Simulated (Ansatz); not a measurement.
# Se: do energies and stresses tell the same story?

Theory: Ansatz 0.2.0, DFT r2SCAN, scalar-relativistic, plane waves, PAW.

Cutoff 500 eV; k points 6×6×6 on the computed 3-atom cell (Γ-centred); Gaussian smearing, width 0.02 eV; no spin polarisation.

Relaxed cell: P3_121, a = 4.505 Å, b = 4.505 Å, c = 4.992 Å, α = 90.00°, β = 90.00°, γ = 120.00°, 3 atoms in the primitive cell.

Energies at zero smearing and pressures from the stress tensor, at volumes with shape and atoms relaxed:
```json
{"V (Å³/atom)": "27.484", "E − E(first) (meV/atom)": "0.00", "P (GPa)": "0.735"}
{"V (Å³/atom)": "28.361", "E − E(first) (meV/atom)": "-2.74", "P (GPa)": "0.342"}
{"V (Å³/atom)": "29.238", "E − E(first) (meV/atom)": "-3.59", "P (GPa)": "0.004"}
{"V (Å³/atom)": "30.115", "E − E(first) (meV/atom)": "-2.97", "P (GPa)": "-0.236"}
{"V (Å³/atom)": "30.992", "E − E(first) (meV/atom)": "-1.26", "P (GPa)": "-0.402"}
```

Q: Check P = −dE/dV between neighbouring volumes, and get the bulk modulus from the pressures alone.

A: With 1 eV/Å³ = 160.2 GPa:
```json
{"middle V (Å³/atom)": "27.922", "−ΔE/ΔV (GPa)": "0.500", "mean P (GPa)": "0.538"}
{"middle V (Å³/atom)": "28.799", "−ΔE/ΔV (GPa)": "0.156", "mean P (GPa)": "0.173"}
{"middle V (Å³/atom)": "29.676", "−ΔE/ΔV (GPa)": "-0.114", "mean P (GPa)": "-0.116"}
{"middle V (Å³/atom)": "30.554", "−ΔE/ΔV (GPa)": "-0.312", "mean P (GPa)": "-0.319"}
```

The two differ by 0.038 GPa at most. The mean of two end pressures misses the average over a step by about ΔV² P″/12, up to 0.008 GPa here; with that taken off 0.037 GPa remains, from the finite cutoff, the mesh or the relaxation's tolerance. Around V = 29.238 Å³/atom, the two neighbours give B = −V ΔP/ΔV = 29.238 × 0.577 / 1.754 = 9.6 GPa, against B0 = 8.8 GPa from the Birch–Murnaghan fit of the energies.

The cell holds chains, and where no dispersion correction was added their binding is poorly described.

Cost: 6 runs of about 12 core-minutes in all, on AMD EPYC 7R43 (Zen 3) (shared hosts).